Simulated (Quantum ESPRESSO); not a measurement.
Input of a Quantum ESPRESSO 7.5 run:

Contents of pw.in:

```
&CONTROL
  calculation = 'scf'
  prefix = 'pwscf'
  outdir = './tmp'
  pseudo_dir = './pseudo'
  tprnfor = .true.
  tstress = .true.
  disk_io = 'nowf'
/
&SYSTEM
  ibrav = 0
  nat = 2
  ntyp = 2
  ecutwfc = 56
  ecutrho = 448
  nbnd = 21
  occupations = 'smearing'
  smearing = 'fd'
  degauss = 0.00367493
  nspin = 2
  starting_magnetization(1) = 0.1006
  starting_magnetization(2) = 0
/
&ELECTRONS
  conv_thr = 4d-10
  electron_maxstep = 120
  mixing_beta = 0.3
/
ATOMIC_SPECIES
Co    58.9332 co_pbesol_v1.2.uspp.F.UPF
O     15.9990 o_pbesol_v1.2.uspp.F.UPF
CELL_PARAMETERS angstrom
   1.5054695445    0.8691832468    2.4399269062
  -1.5054695445    0.8691832468    2.4399269062
   0.0000000000   -1.7383664936    2.4399269062
ATOMIC_POSITIONS crystal
Co     0.0000000000    0.0000000000    0.0000000000
O      0.5000000000    0.5000000000    0.5000000000
K_POINTS automatic
9 9 9 0 0 0
```

Potentials or basis: GBRV 1.5 PBEsol.

Run with:

```bash
$ OMP_NUM_THREADS=1 mpirun -n 2 pw.x -nk 2 -in pw.in > pw.out
```

Problem. Predict the band gap on the k mesh.

Solution. None (metal or under the smearing width).

Problem. What does it give for the pressure?

Solution. -8.9 GPa.

Stress tensor (GPa, compression positive):
```
-8.76  0.00  0.00
 0.00 -8.76  0.00
 0.00  0.00 -9.09
```

Caveat: a cell with one magnetic atom can't hold antiferromagnetic order, which such compounds often take; semilocal functionals often make such compounds metallic where correlation or magnetic order opens a gap, which also shifts bond lengths. With open d or f shells a metallic result of PBEsol can be an artefact of self-interaction; +U or a hybrid may open a gap.
